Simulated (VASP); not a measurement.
# C (I4_1/amd) in VASP: settings compared, part 2 of 2

VASP 6.6.1. Earlier steps stand in the parts before.

## (3) Single point, HSE06 (biaxial_xy strain +2.9%)

The input, POSCAR:

```
C
1.0
    0.0000000000      1.8324597909      1.7801241411
    1.8324597909      0.0000000000      1.7801241411
    1.8324597909      1.8324597909      0.0000000000
C
2
Direct
    0.0000000000      0.0000000000      0.0000000000
    0.2500000000      0.2500000000      0.2500000000
```

The input, INCAR.step1:

```
SYSTEM = C
PREC = Accurate
ENCUT = 520
EDIFF = 1E-5
ISMEAR = 0
SIGMA = 0.01
LREAL = .False.
LASPH = .True.
NELM = 100
ALGO = Normal
ISIF = 2
LWAVE = .True.
LCHARG = .False.
NBANDS = 11
GGA = PE
```

The input, INCAR.step2:

```
SYSTEM = C
PREC = Accurate
ENCUT = 520
EDIFF = 1E-7
ISMEAR = 0
SIGMA = 0.01
LREAL = .False.
LASPH = .True.
NELM = 100
ALGO = Normal
ISIF = 2
LWAVE = .False.
LCHARG = .False.
GGA = PE
LHFCALC = .True.
HFSCREEN = 0.2079
PRECFOCK = Normal
NBANDS = 11
ISTART = 1
```

The input, KPOINTS:

```
regular mesh
0
Gamma
  8 8 8
  0 0 0
```

Potentials or basis: VASP PAW PBE potentials, release 64 (C).

Run with:

```console
$ cat potpaw_PBE.64/C/POTCAR > POTCAR
$ cp INCAR.step1 INCAR
$ mpirun -np 1 vasp_std > vasp.out
$ cp INCAR.step2 INCAR
$ mpirun -np 1 vasp_std > vasp.out
```

OUTCAR:

```text
SYSTEM = C
   PREC = Accurate
   ENCUT = 520
   EDIFF = 1E-7
   ISMEAR = 0
   LREAL = .False.
   LASPH = .True.
   NELM = 100
   ISIF = 2
   GGA = PE
   LHFCALC = .True.
   HFSCREEN = 0.2079
   PRECFOCK = Normal
   ISTART = 1

 ion  position               nearest neighbor table
   1  0.000  0.000  0.000-   2 1.57   2 1.57   2 1.57   2 1.57
   2  0.250  0.250  0.250-   1 1.57   1 1.57   1 1.57   1 1.57

  LATTYP: Found a body centered tetragonal cell.
 ALAT       =     2.5914894888
 C/A-ratio  =     1.3738231614

  Lattice vectors:

 A1 = (   0.0000000000,  -1.8324597909,  -1.7801241411)
 A2 = (   0.0000000000,   1.8324597909,  -1.7801241411)
 A3 = (   1.8324597909,   0.0000000000,   1.7801241411)

Analysis of symmetry for initial positions (statically):
=====================================================================
 Subroutine PRICEL returns:
 Original cell was already a primitive cell.

 Routine SETGRP: Setting up the symmetry group for a
 body centered tetragonal supercell.

 Subroutine GETGRP returns: Found 16 space group operations
 (whereof  8 operations were pure point group operations)
 out of a pool of 16 trial point group operations.

The static configuration has the point symmetry D_2d.
 The point group associated with its full space group is D_4h.

Analysis of symmetry for dynamics (positions and initial velocities):
=====================================================================
 Subroutine PRICEL returns:
 Original cell was already a primitive cell.

 Routine SETGRP: Setting up the symmetry group for a
 body centered tetragonal supercell.

 Subroutine GETGRP returns: Found 16 space group operations
 (whereof  8 operations were pure point group operations)
 out of a pool of 16 trial point group operations.

The dynamic configuration has the point symmetry D_2d.
 The point group associated with its full space group is D_4h.

 Subroutine INISYM returns: Found 16 space group operations
 (whereof  8 operations are pure point group operations),
 and found     1 'primitive' translations

----------------------------------------------------------------------------------------

                                     Primitive cell

  volume of cell :      11.9550

  direct lattice vectors                    reciprocal lattice vectors
     0.000000000  1.832459791  1.780124141    -0.272857283  0.272857283  0.280879287
     1.832459791  0.000000000  1.780124141     0.272857283 -0.272857283  0.280879287
     1.832459791  1.832459791  0.000000000     0.272857283  0.272857283 -0.280879287

  length of vectors
     2.554750642  2.554750642  2.591489489     0.477279130  0.477279130  0.477279130

  position of ions in fractional coordinates (direct lattice)
     0.000000000  0.000000000  0.000000000
     0.250000000  0.250000000  0.250000000

  ion indices of the primitive-cell ions
   primitive index   ion index
                 1           1
                 2           2

----------------------------------------------------------------------------------------

 KPOINTS: regular mesh

Automatic generation of k-mesh.
 Grid dimensions read from file:
 generate k-points for:    8    8    8

 Generating k-lattice:
[... 50 lines left out ...]
   NGX,Y,Z   is equivalent  to a cutoff of  13.01, 13.01, 12.83 a.u.
   NGXF,Y,Z  is equivalent  to a cutoff of  26.03, 26.03, 25.66 a.u.
 SYSTEM =  C
   PREC   = accura    normal or accurate (medium, high low for compatibility)
   ISTART =      1    job   : 0-new  1-cont  2-samecut
   ICHARG =      0    charge: 1-file 2-atom 10-const
   ISPIN  =      1    spin polarized calculation?
   LNONCOLLINEAR =      F non collinear calculations
   LSORBIT =      F    spin-orbit coupling
   LASPH  =      T    aspherical Exc in radial PAW
   ENCUT  =  520.0 eV  38.22 Ry    6.18 a.u.   4.75  4.75  4.82*2*pi/ulx,y,z
   NELM   =    100;   NELMIN=  2; NELMDL=  0     # of ELM steps
   EDIFF  = 0.1E-06   stopping-criterion for ELM
   LREAL  =      F    real-space projection
   EDIFFG = 0.1E-05   stopping-criterion for IOM
   NSW    =      0    number of steps for IOM
   IBRION =     -1    ionic relax: 0-MD 1-quasi-New 2-CG
   NFREE  =      0    steps in history (QN), initial steepest desc. (CG)
   ISIF   =      2    stress and relaxation
   ISYM   =      3    0-nonsym 1-usesym 2-fastsym
   POTIM  = 0.5000    time-step for ionic-motion
   TEBEG  =    0.0;   TEEND  =   0.0 temperature during run
   PSTRESS=    0.0 pullay stress
   NELECT =       8.0000    total number of electrons
   NUPDOWN=      -1.0000    fix difference up-down
   EMIN   =  10.00;   EMAX   =-10.00  energy-range for DOS
   EFERMI =   0.00;   METHOD = LEGACY
   ISMEAR =     0;   SIGMA  =   0.01  broadening in eV -4-tet -1-fermi 0-gaus
   EFERMI_NEDOS =   21; number of points for ismear=-14 and -15
   IALGO  =     38    algorithm
   IMIX   =      1    mixing-type and parameters
     AMIX     =   0.40;   BMIX     =  1.00
     AMIX_MAG =   1.60;   BMIX_MAG =  1.00
  volume/ion in A,a.u.               =       5.98        40.34
  Fermi-wavevector in a.u.,A,eV,Ry     =   1.431930  2.705955 27.897702  2.050423
  Thomas-Fermi vector in A             =   2.551613
   LORBIT       =      0    0 simple, 1 ext, 2 COOP (PROOUT), +10 PAW based schemes
   GGA     = PE    functional components
   LHFCALC =     T    Hartree Fock is set to
   PRECFOCK=normal    Normal, Fast or Accurate (Low or Medium for compatibility)
   ENCUT4O =  -1.0   cutoff for four orbital integrals eV
   NKREDX  =     1    reduce k-point grid by
   NKREDY  =     1    reduce k-point grid by
   NKREDZ  =     1    reduce k-point grid by
   AEXX    =    0.2500 exact exchange contribution
   HFSCREEN=    0.2079 screening length (either q_TF or 0.3 A-1)
   HFSCREENC=   0.2079 screening length for correlation (either q_TF or 0.3 A-1)
   ENCUTFOCK=  -1.0 apply spherical cutoff to Coloumb kernel
   IVDW    =     0    specifies the selected vdW correction
   LEPSILON=     F    determine dielectric tensor
   LRPA    =     F    only Hartree local field effects (RPA)
 non-spin polarized calculation
 Gauss-broadening in eV      SIGMA  =   0.01
  energy-cutoff  :      520.00
  volume of cell :       11.95
 maximum number of plane-waves:       331
  NGX = 16; NGY = 16; NGZ = 16

 number of electron       8.0000001 magnetization

 Free energy of the ion-electron system (eV)
  ---------------------------------------------------
  ext. energy  EPLUGINS =         0.00000000
  ---------------------------------------------------
  free energy    TOTEN  =       -20.96063441 eV

  energy without entropy =      -20.96063441  energy(sigma->0) =      -20.96063441

 E-fermi :   8.7507     XC(G=0): -10.6239

 val. band max:        8.6639788258   @ k =   0.0000   0.0000   0.0000
 cond. band min:      13.0680745868   @ k =   0.3750   0.3750   0.0000
 fundamental gap:      4.4040957610
 Fermi energy:         8.7506506945

 k-point     1 :       0.0000    0.0000    0.0000
  band No.  band energies     occupation
      1     -14.4301      2.00000
      2       8.2360      2.00000
      3       8.2360      2.00000
      4       8.6640      2.00000
      5      14.9563      0.00000
      6      15.3177      0.00000
      7      15.3177      0.00000
      8      22.3823      0.00000
      9      28.5342      0.00000
     10      35.3280      0.00000
     11      36.5402      0.00000
[... 309 lines left out ...]
 k-point    24 :       0.3750    0.0000    0.1250
  band No.  band energies     occupation
      1     -10.9293      2.00000
      2      -1.2314      2.00000
      3       4.7085      2.00000
      4       5.0123      2.00000
      5      16.7253      0.00000
      6      19.1359      0.00000
      7      20.0815      0.00000
      8      23.2328      0.00000
      9      30.6737      0.00000
     10      31.1764      0.00000
     11      35.7602      0.00000

 [... further k-points ...]

------------------------ aborting loop because EDIFF is reached ----------------------------------------

  FORCE on cell =-STRESS in cart. coord.  units (eV):
  Direction    XX          YY          ZZ          XY          YZ          ZX
  --------------------------------------------------------------------------------------
  -------------------------------------------------------------------------------------
  Total       -2.7707736     -2.7707736     -0.8275901      0.0000000      0.0000000      0.0000000
  in kB     -371.3320512   -371.3320512   -110.9115288      0.0000000      0.0000000      0.0000000
  external PRESSURE =    -284.5252104 kB  Pullay stress =       0.0000000 kB

 VOLUME and BASIS-vectors are now :
 -----------------------------------------------------------------------------
  energy-cutoff  :      520.00
  volume of cell :       11.95
      direct lattice vectors                 reciprocal lattice vectors
     0.000000000  1.832459791  1.780124141    -0.272857283  0.272857283  0.280879287
     1.832459791  0.000000000  1.780124141     0.272857283 -0.272857283  0.280879287
     1.832459791  1.832459791  0.000000000     0.272857283  0.272857283 -0.280879287

 POSITION                                       TOTAL-FORCE (eV/Angst)
 -----------------------------------------------------------------------------------
      0.00000      0.00000      0.00000         0.000000     -0.000000     -0.000000
      0.91623      0.91623      0.89006        -0.000000      0.000000      0.000000
 -----------------------------------------------------------------------------------
    total drift:                                0.000000      0.000000     -0.000000

  FREE ENERGIE OF THE ION-ELECTRON SYSTEM (eV)
  ---------------------------------------------------
  free  energy   TOTEN  =       -20.9606344146 eV

  energy  without entropy=      -20.9606344146  energy(sigma->0) =      -20.96063441
```

Wall time 9.7 min (1 thread of Intel Xeon 6975P-C (Granite Rapids), shared host); peak memory 0.22 GiB.

Results:

```
Free energy            : -20.9606 eV
Pressure               : -28.5 GPa
Band gap on the k mesh : 4.40 eV, indirect (least direct gap 6.29 eV)
```

Stress tensor (GPa, compression positive):
```
-37.13   0.00   0.00
  0.00 -37.13   0.00
  0.00   0.00 -11.09
```

Levels at points of the mesh, in eV from the valence-band top:
```csv
k point,band 1,band 2,band 3,band 4,band 5,band 6,band 7,band 8
"(0.00, 0.00, 0.00)",-23.09,-0.43,-0.43,0.00,6.29,6.65,6.65,13.72
"(0.50, 0.00, 0.00)",-17.18,-14.30,-3.46,-2.95,8.92,9.36,10.02,16.85
"(0.50, 0.50, 0.00)",-13.68,-13.68,-7.11,-7.11,5.06,5.06,18.20,18.20
"(0.50, 0.00, 0.50)",-14.13,-14.13,-6.67,-6.67,5.73,5.73,18.01,18.01
```

Caveat: so large a pressure means that the cell lies far from this level's equilibrium, or that cutoff or potentials fall short; the potentials were made for another functional, which shifts forces and pressure.
